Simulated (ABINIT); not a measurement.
Crystal: In.

```
CELL_PARAMETERS angstrom
-1.62547 1.62547 2.47370
1.62547 -1.62547 2.47370
1.62547 1.62547 -2.47370
ATOMIC_POSITIONS crystal
In 0.00000 0.00000 0.00000
```

```yaml
Program: ABINIT 10.8.3 (patched build)
Task: relaxation of cell and atoms
Functional: LDA
Potentials_or_basis: JTH PAW LDA v2.0
Cutoff: 599 eV
k_mesh: 11 × 11 × 11
Occupations: fermi-dirac, width 0.05 eV
Spin: no spin polarisation
```

At the start: pressure -2.4 GPa; volume 26.14 Å³/atom.

Where does the relaxation end?

Over 17 steps the energy falls by 13.9 meV/atom and the volume is 24.56 Å³/atom (-6.1 %); space group I4/mmm (No. 139, to 0.05 Å).

The path:
| step | energy change (eV) | largest force (eV/Å) | pressure (GPa) | volume (Å³) |
| --- | --- | --- | --- | --- |
| 1 | 0.0000 | 0.0000 | -2.45 | 26.14 |
| 2 | -0.0028 | 0.0000 | -2.17 | 25.95 |
| 3 | -0.0119 | 0.0000 | 0.28 | 24.53 |
| 4 | -0.0120 | 0.0000 | -0.02 | 24.68 |
| 5 | -0.0120 | 0.0000 | -0.02 | 24.67 |
| 6 | -0.0119 | 0.0000 | 0.76 | 24.28 |
| 7 | -0.0128 | 0.0000 | 0.39 | 24.40 |
| 8 | 0.0737 | 0.0000 | -0.63 | 25.48 |
| 9 | -0.0105 | 0.0000 | -0.07 | 24.61 |
| 10 | 0.0375 | 0.0000 | 6.99 | 22.17 |
| 11 | -0.0066 | 0.0000 | 2.37 | 23.54 |
| 12 | 0.0125 | 0.0000 | 2.94 | 23.36 |
| 13 | -0.0081 | 0.0000 | 2.10 | 23.64 |
| 14 | -0.0085 | 0.0000 | 1.94 | 23.71 |
| 15 | -0.0120 | 0.0000 | 1.11 | 24.05 |
| 16 | -0.0139 | 0.0000 | 0.07 | 24.53 |
| 17 | -0.0139 | 0.0000 | 0.00 | 24.56 |

Final structure:
```
CELL_PARAMETERS angstrom
-1.67774 1.67774 2.18132
1.67774 -1.67774 2.18132
1.67774 1.67774 -2.18132
ATOMIC_POSITIONS crystal
In 0.00000 0.00000 0.00000
```
